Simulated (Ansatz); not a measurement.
Input for Ansatz (plane-wave DFT, PAW):

```yaml
crystal:
  lattice:
    - [-1.5965, 1.5965, 2.1335]
    - [1.5965, -1.5965, 2.1335]
    - [1.5965, 1.5965, -2.1335]
  atoms:
    - { symbol: Ti, position: [0.0, 0.0, 0.0] }
    - { symbol: H, position: [0.75, 0.25, 0.5] }
    - { symbol: H, position: [0.25, 0.75, 0.5] }
basis:
  ecutwfc: 420
kpoints:
  mp_grid: { grid: [18, 18, 18] }
hamiltonian:
  xc: pbesol
scf:
  occupations: { method: gaussian, width: 0.1 }
output:
  forces: true
  stress: true
  eigenvalues: true
  populations: true
```

Command:
```bash
ansatz run input.yaml --threads 1 --pin off --max-ram 2560MiB --backend cpu --events-out ev --progress --plain --runs-dir out
```

The calculation used DFT PBEsol, scalar-relativistic, plane waves, PAW in Ansatz.

From the run's log, abridged:

```
Pseudopotentials: kind: paw
Pseudopotential: Ti, paw, valence charge 12, recommended cutoff 420 eV (normal)
Pseudopotential: H, paw, valence charge 1, recommended cutoff 420 eV (normal)
Functional definition: PBEsol
Crystal: 3 atoms, lattice volume = 21.752 Å³
Basis set: ecut = 420 eV, 427 PW (Γ), exchange–correlation on 48×48×48 points (8 copies of the dense FFT grid, shifted against one another)
Bands: 11, of which v1, the nominal top of the filled ones, is band 7 counted from 1 (6 counted from 0)
Symmetry: 16 space group operations
Space group: I4/mmm (ITA 139), of the structure as read, at distance tolerance 2.8e-5 Å
k-points: 480 of 5832
Initial density: superposition of atomic densities (neutral atoms: chi_scale 0, normalization atom), corrected by the library's trained network
Initial wavefunctions: pseudopotential atomic-orbital guess
Functional: x = pbesol(κ = 0.804, μ = 0.12345679), c = pbesol(β = 0.046)
SCF iter   1: F=—  HF=-2506.905137 eV  |F-HF|=—  |Δ(HF+E_count)|=         —  Δρ=1.05e-2  dr2=1.42e-2  ethr=1.77e-3  ⟨swp⟩=4.2  Hψ=27263  notcnv=0
SCF iter   2: F=—  HF=-2506.901527 eV  |F-HF|=—  |Δ(HF+E_count)|=   3.61e-3  Δρ=5.84e-3  dr2=4.78e-3  ethr=1.01e-4  ⟨swp⟩=1.0  Hψ=9123  notcnv=0
SCF iter   3: F=—  HF=-2506.900003 eV  |F-HF|=—  |Δ(HF+E_count)|=   1.52e-3  Δρ=1.03e-3  dr2=2.09e-4  ethr=3.41e-5  ⟨swp⟩=2.0  Hψ=6149  notcnv=0
SCF iter   4: F=—  HF=-2506.899949 eV  |F-HF|=—  |Δ(HF+E_count)|=   5.39e-5  Δρ=4.12e-4  dr2=3.24e-5  ethr=1.50e-6  ⟨swp⟩=2.2  Hψ=8186  notcnv=0
SCF iter   5: F=—  HF=-2506.899937 eV  |F-HF|=—  |Δ(HF+E_count)|=   1.24e-5  Δρ=1.41e-4  dr2=3.63e-6  ethr=2.32e-7  ⟨swp⟩=2.9  Hψ=8041  notcnv=0
SCF iter   6: F=—  HF=-2506.899936 eV  |F-HF|=—  |Δ(HF+E_count)|=   9.23e-7  Δρ=2.46e-5  dr2=1.07e-7  ethr=2.59e-8  ⟨swp⟩=3.0  Hψ=8699  notcnv=0
SCF iter   7: F=-2506.899936 eV  HF=-2506.899936 eV  |F-HF|=6.09e-10  |Δ(HF+E_count)|=   2.50e-8  Δρ=2.18e-6  dr2=7.76e-10  ethr=7.14e-10  ⟨swp⟩=5.1  Hψ=22747  notcnv=0
SCF 1 converged in 7 iterations: F = -2506.899936 eV  dr2 = 7.76e-10
SCF converged after 7 iterations
Free energy (F): -2506.899936 eV
Harris-Foulkes:  -2506.899936 eV  (|F-HF|=6.09e-10)
Internal energy: -2506.893024 eV  (E = F + TS)
E sigma→0 (E₀):  -2506.896480 eV
Entropy (-TS):   -0.006912 eV (-2.304 meV/atom)
Fermi energy:    11.802163 eV
--- Per-component energies (eV) ---
  E_band       = -174.815039
  E_kinetic    = 301.473814
  E_local      = -884.057951  (includes V_loc(G=0)·N_el)
  E_nonlocal   = 11.579532
  E_hartree    = 357.213444
  E_xc         = -116.006191
  E_vxc        = -146.754988  (∫ρ·V_xc dr)
  E_paw        = -1023.348743  (= ΣΔE_a)
  E_vpaw       = -171.479208  (= ΣTr[D̂ρ^β])
  E_aug_tail   = -0.002216  (compensation charges beyond the density's cutoff)
  E_ewald      = -1153.884098
  E_core_change = 0.139384  (= ΣΔE_core)
  E_smearing   = -0.006912  (= −TS)
--- Forces (eV/Å), atoms counted from 1 ---
  atom   1  Ti     0.00000000     0.00000000     0.00000000
  atom   2  H      0.00000000     0.00000000     0.00000000
  atom   3  H      0.00000000     0.00000000     0.00000000
--- Stress (GPa, compression-positive) ---
       -5.357037       0.000000       0.000000
        0.000000      -5.357037       0.000000
        0.000000       0.000000      -5.888660
  P = ⅓ Tr σ = -5.5342 GPa (-55.342 kbar)
--- Band table (eV; the first three rows and the last of 480) ---
  k-point 0: bands = ["-45.1707", "-21.3615", "-21.3615", "-21.3393", "1.3144", "11.4507", "11.4507", "11.7189", "12.5192", "13.0957", "13.4989"]
  k-point 1: bands = ["-45.1685", "-21.3740", "-21.3646", "-21.3436", "1.4135", "10.7262", "11.5062", "11.7609", "13.0396", "13.3093", "13.4883"]
  k-point 2: bands = ["-45.1622", "-21.4097", "-21.3734", "-21.3560", "1.7060", "9.7304", "11.6715", "11.8868", "12.8198", "13.5071", "14.4912"]
  k-point 479: bands = ["-45.0864", "-21.7260", "-21.5167", "-21.5167", "5.6100", "7.1925", "8.8418", "14.1984", "14.2392", "14.2392", "18.8397"]
--- Löwdin populations: 3 sites ---
  site symbol q [e]
     0     Ti     11.5018
     1      H      1.2040
     2      H      1.2040
  spilling = 0.006440 (of n_electrons = 14.000000)
```

The run converged.

Time: 9.6 s on 1 thread of Arm Neoverse V1 (shared host), peak memory 0.39 GiB.